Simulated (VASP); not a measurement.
# AlP (F-43m) in VASP: notebook

The runs below take AlP through single point, with PBE.

Everything below comes from runs of VASP 6.6.1. Logs are shortened: lines on timing, memory, paths and dates and some standing lists are left out, and cuts for length are marked.

**What was measured.**

A printed reference work, data compilation reports, for a bulk crystal of AlP at 4.2 K: band gap 2.505 eV (indirect).

The results are compared with them further down.

## 1. The cell of the first run

Symmetry: F-43m, No. 216, cubic system. Conventional cell: a = 5.451 Å, b = 5.451 Å, c = 5.451 Å, α = 90.00°, β = 90.00°, γ = 90.00°. Al (site symmetry -43m) has 4 P at 2.36 Å within 3.1 Å. Within 3.1 Å of P (site symmetry -43m) lie 4 Al at 2.36 Å.

## 2. Single point, PBE

INCAR reads:

```
PREC = Accurate
ENCUT = 500
EDIFF = 1E-6
ISMEAR = 0
SIGMA = 0.01
LREAL = False
LASPH = True
NELM = 120
ALGO = Normal
ISIF = 2
LWAVE = False
LCHARG = False
GGA = PE
NBANDS = 11
GGA_COMPAT = False
```

KPOINTS reads:

```
Automatic mesh
0
Gamma
  2 2 2
```

POSCAR reads:

```
AlP
1.0
    0.0000000000      2.7255000000      2.7255000000
    2.7255000000      0.0000000000      2.7255000000
    2.7255000000      2.7255000000      0.0000000000
Al P
1 1
Direct
    0.0000000000      0.0000000000      0.0000000000
    0.2500000000      0.2500000000      0.2500000000
```

Potentials or basis: VASP PAW PBE potentials, release 64 (Al, P).

Command:

```sh
cat potpaw_PBE.64/Al/POTCAR potpaw_PBE.64/P/POTCAR > POTCAR
mpirun -np 1 vasp_std > vasp.out
```

OUTCAR:

```text
PREC = Accurate
   ENCUT = 500
   EDIFF = 1E-6
   ISMEAR = 0
   LREAL = False
   LASPH = True
   NELM = 120
   ISIF = 2
   GGA = PE

 ion  position               nearest neighbor table
   1  0.000  0.000  0.000-   2 2.36   2 2.36   2 2.36   2 2.36
   2  0.250  0.250  0.250-   1 2.36   1 2.36   1 2.36   1 2.36

  LATTYP: Found a face centered cubic cell.
 ALAT       =     5.4510000000

  Lattice vectors:

 A1 = (   0.0000000000,   2.7255000000,   2.7255000000)
 A2 = (   2.7255000000,   0.0000000000,   2.7255000000)
 A3 = (   2.7255000000,   2.7255000000,   0.0000000000)

Analysis of symmetry for initial positions (statically):
=====================================================================
 Subroutine PRICEL returns:
 Original cell was already a primitive cell.

 Routine SETGRP: Setting up the symmetry group for a
 face centered cubic supercell.

 Subroutine GETGRP returns: Found 24 space group operations
 (whereof 24 operations were pure point group operations)
 out of a pool of 48 trial point group operations.

The static configuration has the point symmetry T_d .

Analysis of symmetry for dynamics (positions and initial velocities):
=====================================================================
 Subroutine PRICEL returns:
 Original cell was already a primitive cell.

 Routine SETGRP: Setting up the symmetry group for a
 face centered cubic supercell.

 Subroutine GETGRP returns: Found 24 space group operations
 (whereof 24 operations were pure point group operations)
 out of a pool of 48 trial point group operations.

The dynamic configuration has the point symmetry T_d .

 Subroutine INISYM returns: Found 24 space group operations
 (whereof 24 operations are pure point group operations),
 and found     1 'primitive' translations

----------------------------------------------------------------------------------------

                                     Primitive cell

  volume of cell :      40.4919

  direct lattice vectors                    reciprocal lattice vectors
     0.000000000  2.725500000  2.725500000    -0.183452578  0.183452578  0.183452578
     2.725500000  0.000000000  2.725500000     0.183452578 -0.183452578  0.183452578
     2.725500000  2.725500000  0.000000000     0.183452578  0.183452578 -0.183452578

  length of vectors
     3.854439064  3.854439064  3.854439064     0.317749185  0.317749185  0.317749185

  position of ions in fractional coordinates (direct lattice)
     0.000000000  0.000000000  0.000000000
     0.250000000  0.250000000  0.250000000

[... 63 lines left out ...]
   TEBEG  =    0.0;   TEEND  =   0.0 temperature during run
   PSTRESS=    0.0 pullay stress
   NELECT =       8.0000    total number of electrons
   NUPDOWN=      -1.0000    fix difference up-down
   EMIN   =  10.00;   EMAX   =-10.00  energy-range for DOS
   EFERMI =   0.00;   METHOD = LEGACY
   ISMEAR =     0;   SIGMA  =   0.01  broadening in eV -4-tet -1-fermi 0-gaus
   EFERMI_NEDOS =   21; number of points for ismear=-14 and -15
   IALGO  =     38    algorithm
   IMIX   =      4    mixing-type and parameters
     AMIX     =   0.40;   BMIX     =  1.00
     AMIX_MAG =   1.60;   BMIX_MAG =  1.00
  volume/ion in A,a.u.               =      20.25       136.63
  Fermi-wavevector in a.u.,A,eV,Ry     =   0.953488  1.801831 12.369596  0.909140
  Thomas-Fermi vector in A             =   2.082148
   LORBIT       =      0    0 simple, 1 ext, 2 COOP (PROOUT), +10 PAW based schemes
   GGA     = PE    functional components
   LHFCALC =     F    Hartree Fock is set to
   AEXX    =    0.0000 exact exchange contribution
   IVDW    =     0    specifies the selected vdW correction
   LEPSILON=     F    determine dielectric tensor
   LRPA    =     F    only Hartree local field effects (RPA)
 non-spin polarized calculation
 Gauss-broadening in eV      SIGMA  =   0.01
  energy-cutoff  :      500.00
  volume of cell :       40.49
 maximum number of plane-waves:      1056
 NGX is ok and might be reduce to    28
   NGX = 13   NGY = 13   NGZ = 13

 number of electron       8.0000000 magnetization

 Free energy of the ion-electron system (eV)
  ---------------------------------------------------
  ext. energy  EPLUGINS =         0.00000000
  ---------------------------------------------------
  free energy    TOTEN  =        -8.52736797 eV

  energy without entropy =       -8.52736797  energy(sigma->0) =       -8.52736797

 E-fermi :   5.0443     XC(G=0):  -9.0518

 val. band max:        4.9844741854   @ k =   0.0000   0.0000   0.0000
 cond. band min:       6.3530981395   @ k =   0.5000   0.5000   0.0000
 fundamental gap:      1.3686239541
 Fermi energy:         5.0443305119

 k-point     1 :       0.0000    0.0000    0.0000
  band No.  band energies     occupation
      1      -6.5946      2.00000
      2       4.9845      2.00000
      3       4.9845      2.00000
      4       4.9845      2.00000
      5       8.2985      0.00000
      6       9.3262      0.00000
      7       9.3262      0.00000
      8       9.3262      0.00000
      9      13.6236      0.00000
     10      13.6236      0.00000
     11      15.1503      0.00000
[... 15 lines left out ...]
 k-point     3 :       0.5000    0.5000    0.0000
  band No.  band energies     occupation
      1      -4.1345      2.00000
      2      -0.4977      2.00000
      3       2.7877      2.00000
      4       2.7877      2.00000
      5       6.3531      0.00000
      6       7.2648      0.00000
      7      15.9650      0.00000
      8      15.9650      0.00000
      9      16.9884      0.00000
     10      16.9884      0.00000
     11      17.1623      0.00000

------------------------ aborting loop because EDIFF is reached ----------------------------------------

  FORCE on cell =-STRESS in cart. coord.  units (eV):
  Direction    XX          YY          ZZ          XY          YZ          ZX
  --------------------------------------------------------------------------------------
  -------------------------------------------------------------------------------------
  Total        2.2210283      2.2210283      2.2210283      0.0000000      0.0000000      0.0000000
  in kB       87.8812295     87.8812295     87.8812295      0.0000000      0.0000000      0.0000000
  external PRESSURE =      87.8812295 kB  Pullay stress =       0.0000000 kB

 VOLUME and BASIS-vectors are now :
 -----------------------------------------------------------------------------
  energy-cutoff  :      500.00
  volume of cell :       40.49
      direct lattice vectors                 reciprocal lattice vectors
     0.000000000  2.725500000  2.725500000    -0.183452578  0.183452578  0.183452578
     2.725500000  0.000000000  2.725500000     0.183452578 -0.183452578  0.183452578
     2.725500000  2.725500000  0.000000000     0.183452578  0.183452578 -0.183452578

 POSITION                                       TOTAL-FORCE (eV/Angst)
 -----------------------------------------------------------------------------------
      0.00000      0.00000      0.00000         0.000000      0.000000     -0.000000
      1.36275      1.36275      1.36275        -0.000000     -0.000000      0.000000
 -----------------------------------------------------------------------------------
    total drift:                               -0.000000     -0.000000     -0.000000

  FREE ENERGIE OF THE ION-ELECTRON SYSTEM (eV)
  ---------------------------------------------------
  free  energy   TOTEN  =        -8.5273679651 eV

  energy  without entropy=       -8.5273679651  energy(sigma->0) =       -8.52736797
```

Wall time 6.7 s (1 thread of Intel Xeon 8259CL, shared host); peak memory 0.14 GiB.

Results:

```
Free energy            : -8.5274 eV
Pressure               : 8.8 GPa
Band gap on the k mesh : 1.37 eV, indirect (least direct gap 3.31 eV)
```

Caveat: the k points lie up to 1.00 Å⁻¹ apart. A hybrid or GW would open this gap; PBE tends to underestimate it.

(Continued in part 2 of 2.)
